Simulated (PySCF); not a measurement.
Several orderings of computed values.

Species are written as SMILES; each is one conformer at its optimised geometry, gas phase, non-relativistic unless stated. Electronic properties by PySCF.

Dipoles, sizes and rotational constants follow the conformer. The torsions of the flexible species, by atom-mapped SMILES:
- `[CH:1]#[C:2][CH2:3][N:4]([CH3:5])[C:6](=[CH2:7])[SiH2:8][NH2:9]`: C2–C3–N4–C5 78°, C3–N4–C6–C7 -154°, N4–C6–Si8–N9 162°, H–N9–Si8–C6 171°, H–N9–Si8–C6 -52°
- `[CH3:1][C:2](=[O:3])[NH:4][CH:5]([CH3:6])[CH3:7]`: C1–C2–N4–C5 179°, C2–N4–C5–C6 124°
- `[CH2:1]=[N:2][SiH2:3][C:4]([CH3:5])([CH3:6])[CH2:7][C:8]#[N:9]`: C1–N2–Si3–C4 123°, N2–Si3–C4–C5 -172°, Si3–C4–C7–C8 -56°
- `[CH3:1][c:2]1[cH:3][cH:4][n:5][n:6]1[SiH:7]([CH3:8])[CH3:9]`: N5–N6–Si7–C8 105°
- `[CH2:1]=[CH:2][CH2:3][N:4]([SiH3:5])[C:6]1=[CH:7][C@H:8]1[NH2:9]`: C1–C2–C3–N4 -118°, C2–C3–N4–Si5 -87°, C3–N4–C6–C7 8°, H–N9–C8–C7 -85°, H–N9–C8–C7 34°
- `[CH2:1]=[CH:2][N:3]([SiH3:4])[C@@H:5]([CH3:6])[CH2:7][C:8]#[N:9]`: C1–C2–N3–Si4 -5°, C2–N3–C5–C6 -59°, N3–C5–C7–C8 167°
- `[CH3:1][CH2:2][CH2:3][n:4]1[n:5][cH:6][cH:7][c:8]1[SiH3:9]`: C1–C2–C3–N4 -179°, C2–C3–N4–N5 -87°
- `[CH3:1][C:2]([CH3:3])([CH3:4])[NH:5][CH:6]=[O:7]`: C1–C2–N5–C6 60°, C2–N5–C6–O7 0°
- `[CH3:1][Si:2]([CH3:3])([CH3:4])[c:5]1[cH:6][n:7][n:8][s:9]1`: C1–Si2–C5–C6 0°
- `[CH3:1][CH2:2][C:3](=[O:4])[O-:5]`: C1–C2–C3–O4 -71°

The conformers of `C=C[C@H]1CN([SiH3])N=C1C` aren't listed.

Problem. Rank by dipole moment, lowest first (PBE0/pcSseg-1 at GFN2-xTB geometries).
A. `C=CCN([SiH3])C1=C[C@H]1N`
B. `C#CCN(C)C(=C)[SiH2]N`
C. `C=N[SiH2]C(C)(C)CC#N`
D. `CC(=O)NC(C)C`
E. `Cc1ccnn1[SiH](C)C`

Solution. B (0.73 D), A (1.54 D), E (2.13 D), C (2.67 D), D (3.73 D).

Problem. By how much do the two ends of that ranking differ?

Solution. By 3.00 D, between `CC(=O)NC(C)C` and `C#CCN(C)C(=C)[SiH2]N`.

Problem. Rank by HOMO–LUMO gap, lowest first (PBE0/pcSseg-1 at GFN2-xTB geometries).
A. `C=CN([SiH3])[C@@H](C)CC#N`
B. `CC1=CC=NN1[SiH](C)C`
C. `C=C[C@H]1CN([SiH3])N=C1C`
D. `C=CCN([SiH3])C1=C[C@H]1N`
E. `CCCN1N=CC=C1[SiH3]`
F. `C=N[SiH2]C(C)(C)CC#N`

Solution. C (5.64 eV), D (5.87 eV), F (6.17 eV), A (6.67 eV), E (7.07 eV), B (7.20 eV).

Problem. Rank by HOMO energy, lowest first (PBE0/pcSseg-1 at GFN2-xTB geometries).
A. `CC1=CC=NN1[SiH](C)C`
B. `C[Si](C)(C)c1cnns1`
C. `C=C[C@H]1CN([SiH3])N=C1C`
D. `CC(C)(C)NC=O`
E. `CC(=O)NC(C)C`

Solution. B (-7.39 eV), D (-7.26 eV), E (-7.16 eV), A (-6.74 eV), C (-5.78 eV).

Problem. Rank by smallest rotational constant, highest first (GFN2-xTB).
A. `Cc1ccnn1[SiH](C)C`
B. `CC(=O)NC(C)C`
C. `CC(C)(C)NC=O`
D. `C=CN([SiH3])[C@@H](C)CC#N`
E. `C(CC([SiH2]N=C)(C)C)#N`
F. `CCC(=O)[O-]`

Solution. F (3.236 GHz), C (1.872 GHz), B (1.456 GHz), E (0.902 GHz), A (0.846 GHz), D (0.680 GHz).

Problem. By how much do the two ends of that ranking differ?

Solution. By 2.556 GHz, between `CCC(=O)[O-]` and `C=CN([SiH3])[C@@H](C)CC#N`.
